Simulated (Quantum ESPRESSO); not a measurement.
# FeO (Fm-3m) in Quantum ESPRESSO: further runs, part 3 of 3

Quantum ESPRESSO 7.5.

### 5 Phonons, PBE, collinear spin, ferromagnetic start

File pw.in:

```
&CONTROL
  calculation = 'scf'
  prefix = 'pwscf'
  outdir = './tmp'
  pseudo_dir = './pseudo'
  tprnfor = .true.
  tstress = .true.
  disk_io = 'low'
/
&SYSTEM
  ibrav = 0
  nat = 2
  ntyp = 2
  ecutwfc = 56
  ecutrho = 448
  nbnd = 21
  occupations = 'smearing'
  smearing = 'fd'
  degauss = 0.00367493
  nspin = 2
  starting_magnetization(1) = 0.1875
  starting_magnetization(2) = 0
/
&ELECTRONS
  conv_thr = 4d-10
  electron_maxstep = 120
  mixing_beta = 0.3
/
ATOMIC_SPECIES
Fe    55.8450 fe_pbe_v1.5.uspp.F.UPF
O     15.9990 o_pbe_v1.2.uspp.F.UPF
CELL_PARAMETERS bohr
   0.0000000000    4.0731159914    4.0731159914
   4.0731159914    0.0000000000    4.0731159914
   4.0731159914    4.0731159914    0.0000000000
ATOMIC_POSITIONS bohr
Fe     0.0000000000    0.0000000000    0.0000000000
O      4.0731159914    4.0731159914    4.0731159914
K_POINTS automatic
4 4 4 1 1 1
```

File relax.in:

```
&CONTROL
  calculation = 'vc-relax'
  prefix = 'pwscf'
  outdir = './tmp'
  pseudo_dir = './pseudo'
  tprnfor = .true.
  tstress = .true.
  disk_io = 'low'
  nstep = 40
  forc_conv_thr = 0.0001
  etot_conv_thr = 1d-06
/
&SYSTEM
  ibrav = 0
  nat = 2
  ntyp = 2
  ecutwfc = 56
  ecutrho = 448
  nbnd = 21
  occupations = 'smearing'
  smearing = 'fd'
  degauss = 0.00367493
  nspin = 2
  starting_magnetization(1) = 0.1875
  starting_magnetization(2) = 0
/
&ELECTRONS
  conv_thr = 4d-10
  electron_maxstep = 120
  mixing_beta = 0.3
/
&IONS
  ion_dynamics = 'bfgs'
/
&CELL
  cell_dynamics = 'bfgs'
  press = 0
  press_conv_thr = 0.2
/
ATOMIC_SPECIES
Fe    55.8450 fe_pbe_v1.5.uspp.F.UPF
O     15.9990 o_pbe_v1.2.uspp.F.UPF
CELL_PARAMETERS bohr
   0.0000000000    4.0731159914    4.0731159914
   4.0731159914    0.0000000000    4.0731159914
   4.0731159914    4.0731159914    0.0000000000
ATOMIC_POSITIONS bohr
Fe     0.0000000000    0.0000000000    0.0000000000
O      4.0731159914    4.0731159914    4.0731159914
K_POINTS automatic
4 4 4 1 1 1
```

File scf2.in:

```
&CONTROL
  calculation = 'scf'
  prefix = 'pwscf'
  outdir = './tmp'
  pseudo_dir = './pseudo'
  tprnfor = .true.
  tstress = .true.
  disk_io = 'low'
/
&SYSTEM
  ibrav = 0
  nat = 2
  ntyp = 2
  ecutwfc = 56
  ecutrho = 448
  nbnd = 21
  occupations = 'smearing'
  smearing = 'fd'
  degauss = 0.00367493
  nspin = 2
  starting_magnetization(1) = 0.1875
  starting_magnetization(2) = 0
/
&ELECTRONS
  conv_thr = 1d-13
  electron_maxstep = 120
  mixing_beta = 0.3
  startingpot = 'file'
  startingwfc = 'file'
/
ATOMIC_SPECIES
Fe    55.8450 fe_pbe_v1.5.uspp.F.UPF
O     15.9990 o_pbe_v1.2.uspp.F.UPF
CELL_PARAMETERS bohr
   0.0000000000    4.0720069776    4.0720069776
   4.0720069776    0.0000000000    4.0720069776
   4.0720069776    4.0720069776    0.0000000000
ATOMIC_POSITIONS bohr
Fe     0.0000000000    0.0000000000    0.0000000000
O      4.0720069776    4.0720069776    4.0720069776
K_POINTS automatic
4 4 4 1 1 1
```

File ph.in:

```
phonons of FeO
&INPUTPH
  prefix = 'pwscf'
  outdir = './tmp'
  tr2_ph = 1d-18
  fildyn = 'dyn'
  niter_ph = 90
  alpha_mix(1) = 0.4
/
0.0000000000 0.0000000000 0.0000000000
```

File dynmat.in:

```
&INPUT
  fildyn = 'dyn'
  asr = 'crystal'
  filout = 'dynmat.disp'
  fileig = 'dynmat.eig'
/
```

Potentials or basis: GBRV 1.5 PBE.

The run is started by

```sh
$ OMP_NUM_THREADS=1 pw.x -in pw.in > pw.out
$ OMP_NUM_THREADS=1 pw.x -in relax.in > relax.out
$ OMP_NUM_THREADS=1 pw.x -in scf2.in > scf2.out
$ OMP_NUM_THREADS=1 ph.x -in ph.in > ph.out
$ OMP_NUM_THREADS=1 dynmat.x -in dynmat.in > dynmat.out
```

pw.out:

```text
This program is part of the open-source Quantum ESPRESSO suite
     for quantum simulation of materials; please cite
[... 9 lines left out ...]
     --------------------
     sticks:   dense  smooth     PW     G-vecs:    dense   smooth      PW
     Sum        1027     511    163                21595     7727    1363

     Using Slab Decomposition

     bravais-lattice index     =            0
     lattice parameter (alat)  =       5.7603  a.u.
     unit-cell volume          =     135.1482 (a.u.)^3
     number of atoms/cell      =            2
     number of atomic types    =            2
     number of electrons       =        22.00
     number of Kohn-Sham states=           21
     kinetic-energy cutoff     =      56.0000  Ry
     charge density cutoff     =     448.0000  Ry
     scf convergence threshold =      4.0E-10
     mixing beta               =       0.3000
     number of iterations used =            8  plain     mixing
     Exchange-correlation= SLA  PW   PBE  PBE
                           (   1   4   3   4   0   0   0)

     celldm(1)=   5.760256  celldm(2)=   0.000000  celldm(3)=   0.000000
     celldm(4)=   0.000000  celldm(5)=   0.000000  celldm(6)=   0.000000

     crystal axes: (cart. coord. in units of alat)
               a(1) = (   0.000000   0.707107   0.707107 )
               a(2) = (   0.707107   0.000000   0.707107 )
               a(3) = (   0.707107   0.707107   0.000000 )

     reciprocal axes: (cart. coord. in units 2 pi/alat)
               b(1) = ( -0.707107  0.707107  0.707107 )
               b(2) = (  0.707107 -0.707107  0.707107 )
               b(3) = (  0.707107  0.707107 -0.707107 )

     PseudoPot. # 1 for Fe read from file:
[... 255 lines left out ...]
    14.3743  14.4316  14.8978  15.6310  16.9130  19.0402  25.2204  27.5735
    29.8841  34.0971  35.5656  37.4067  41.5542

          k =-0.2652-0.2652 0.4419 (   958 PWs)   bands (ev):
[... 19 lines left out ...]
   -71.1646 -37.3540 -37.3389 -37.3243  -4.5168   7.7251   8.5290   9.2601
    13.9810  14.9076  15.2666  15.7431  16.3645  22.5277  23.6864  24.5839
    28.3042  33.1471  36.8121  42.4104  43.2356

          k = 0.0884-0.2652 0.4419 (   954 PWs)   bands (ev):

   -71.1661 -37.3555 -37.3271 -37.3155  -4.6756   7.2755   9.0238   9.4022
    14.1415  14.9985  15.1023  15.8063  16.8727  20.8399  24.2772  25.6568
    28.8786  33.5296  37.2979  39.3424  41.9597

          k =-0.6187 0.0884 0.0884 (   965 PWs)   bands (ev):

   -71.1646 -37.3600 -37.3310 -37.3258  -4.5935   7.5429   9.3614   9.8159
    12.8826  15.2432  15.2754  15.5354  15.7882  21.3464  23.8338  25.7337
    29.7869  30.5945  40.4222  41.5104  43.6124

          k = 0.2652 0.2652 0.2652 (   941 PWs)   bands (ev):
[... 7 lines left out ...]
   -71.1652 -37.3570 -37.3357 -37.3169  -4.5348   7.2705   8.5222   9.3305
    14.5095  14.9147  15.0438  15.9487  16.9680  21.8176  23.5763  24.7557
    28.9365  34.0253  36.2695  39.7416  41.9583

     the Fermi energy is    14.5069 ev

!    total energy              =    -282.62994035 Ry
     estimated scf accuracy    <          4.0E-10 Ry
     smearing contrib. (-TS)   =      -0.00092319 Ry
     internal energy E=F+TS    =    -282.62901716 Ry

     The total energy is F=E-TS. E is the sum of the following terms:
     one-electron contribution =    -136.55643874 Ry
     hartree contribution      =      80.60184863 Ry
     xc contribution           =     -36.64688514 Ry
     ewald contribution        =    -190.02754191 Ry

     total magnetization       =     4.00 Bohr mag/cell
     absolute magnetization    =     4.02 Bohr mag/cell

     convergence has been achieved in  11 iterations

     Forces acting on atoms (cartesian axes, Ry/au):

     atom    1 type  1   force =    -0.00000000   -0.00000000    0.00000000
     atom    2 type  2   force =     0.00000000    0.00000000   -0.00000000

     Total force =     0.000000     Total SCF correction =     0.000000

     Computing stress (Cartesian axis) and pressure

          total   stress  (Ry/bohr**3)                   (kbar)     P=       -1.60
  -0.00001089   0.00000000   0.00000000           -1.60        0.00        0.00
   0.00000000  -0.00001089   0.00000000            0.00       -1.60        0.00
   0.00000000   0.00000000  -0.00001089            0.00        0.00       -1.60

=------------------------------------------------------------------------------=
   JOB DONE.
=------------------------------------------------------------------------------=
```

relax.out:

```text
This program is part of the open-source Quantum ESPRESSO suite
     for quantum simulation of materials; please cite
[... 9 lines left out ...]
     --------------------
     sticks:   dense  smooth     PW     G-vecs:    dense   smooth      PW
     Sum        1027     511    163                21595     7727    1363
[... 1017 lines left out ...]
   0.00000196  -0.00000000  -0.00000000            0.29       -0.00       -0.00
   0.00000000   0.00000196  -0.00000000            0.00        0.29       -0.00
  -0.00000000  -0.00000000   0.00000196           -0.00       -0.00        0.29

=------------------------------------------------------------------------------=
   JOB DONE.
=------------------------------------------------------------------------------=
```

scf2.out:

```text
This program is part of the open-source Quantum ESPRESSO suite
     for quantum simulation of materials; please cite
[... 9 lines left out ...]
     --------------------
     sticks:   dense  smooth     PW     G-vecs:    dense   smooth      PW
     Sum        1027     511    163                21595     7727    1363
[... 311 lines left out ...]
   0.00000108   0.00000000   0.00000000            0.16        0.00        0.00
   0.00000000   0.00000108   0.00000000            0.00        0.16        0.00
   0.00000000   0.00000000   0.00000108            0.00        0.00        0.16

=------------------------------------------------------------------------------=
   JOB DONE.
=------------------------------------------------------------------------------=
```

Wall time 3.4 min (1 thread of Arm Neoverse V1, shared host); peak memory 0.15 GiB.

Results:

| Item | Value |
| --- | --- |
| Free energy | -3845.3762 eV |
| Relaxed volume | 10.01 Å³/atom |
| Relaxed cell | a = 3.047 Å, b = 3.047 Å, c = 3.047 Å, α = 60.00°, β = 60.00°, γ = 60.00° |
| Space group after relaxing (to 0.05 Å) | Fm-3m (No. 225) |
| Pressure after relaxing | 0.0 GPa |
| Band gap on the k mesh | none (metal or under the smearing width) |
| Net moment | 4.00 μB per cell |
| Absolute moment | 4.02 μB per cell |
| Site moments | Fe +3.46; O +0.32 μB |
| Valence electrons inside the program's atomic spheres | Fe 13.54; O 5.84 |
| Highest phonon frequency at Γ | 246 cm⁻¹ |

Final structure:
```xyz
2
Lattice="0.0000 2.1548 2.1548 2.1548 0.0000 2.1548 2.1548 2.1548 0.0000" Properties=species:S:1:pos:R:3 pbc="T T T"
Fe    0.0000    0.0000    0.0000
O     2.1548    2.1548    2.1548
```

Phonon frequencies in cm⁻¹ (negative: imaginary):
```tsv
q point	frequencies
(0.000, 0.000, 0.000)	12 12 12 246 246 246
```

Optical modes at Γ, degenerate ones joined:
| cm⁻¹ | components | symmetry | active in |
| --- | --- | --- | --- |
| 246 | 3 | T1u | IR |

Caveat: the k mesh is coarse (spacing up to 0.63 Å⁻¹), so the values aren't converged; the mesh is thin for the phonons of a metal; a cell with one magnetic atom can't hold antiferromagnetic order, which such compounds often take; semilocal functionals often make such compounds metallic where correlation or magnetic order opens a gap, which also shifts bond lengths. With open d or f shells a metallic result of PBE can be an artefact of self-interaction; +U or a hybrid may open a gap.

### 6 Summary

| level | potentials or basis | cell | k mesh | cutoff (eV) | form of the LDA correlation | gap on the mesh (eV) | pressure (GPa) | moment (μB) |
| --- | --- | --- | --- | --- | --- | --- | --- | --- |
| LDA | PseudoDojo 0.4.1 SR LDA standard | as given | 4 × 4 × 4, shifted | 1225 | PW92 | none | -16.2 | 4.00 |
| LDA | PseudoDojo 0.4.1 SR LDA standard | as given | 6 × 6 × 6, shifted | 1225 | PW92 | none | -16.3 | 4.00 |
| LDA | PseudoDojo 0.4.1 SR LDA standard | as given | 8 × 8 × 8, shifted | 1225 | PW92 | none | -16.3 | 4.00 |
| PBE | GBRV 1.5 PBE | relaxed | 4 × 4 × 4, shifted | 762 | - | none | 0.0 | 4.00 |

Alike in all rows: task phonons; spin collinear, ferromagnetic start; smearing fermi-dirac 0.05 eV; the mesh is coarse, so values aren't converged.

Caveats: some runs use coarse meshes; the mesh is thin for the phonons of a metal; a cell with one magnetic atom can't hold antiferromagnetic order, which such compounds often take; semilocal functionals often make such compounds metallic where correlation or magnetic order opens a gap, which also shifts bond lengths; the cell is more than 3 GPa from zero pressure, which shifts response properties (some runs).

Absolute energies hang on the potentials; compare differences alone.

### 7 Comparison with measurements

Step 4. Against the measured gap of FeO, 2.4 eV (optical; quoted in “W\"ustite: Electric, thermodynamic and optical properties of FeO”, 2012, arxiv:1203.1201), the calculated 0.00 eV is off by -2.40 eV. So large a miss can be the level of theory's own, or it may mean another phase, state or a wrong row. The value is that of LDA on a finite k mesh, which can miss the band edges, without temperature or zero-point motion. Semilocal functionals fall short of measured gaps as a rule. The run's magnetic order (collinear spin, ferromagnetic start) needn't be the measured crystal's.
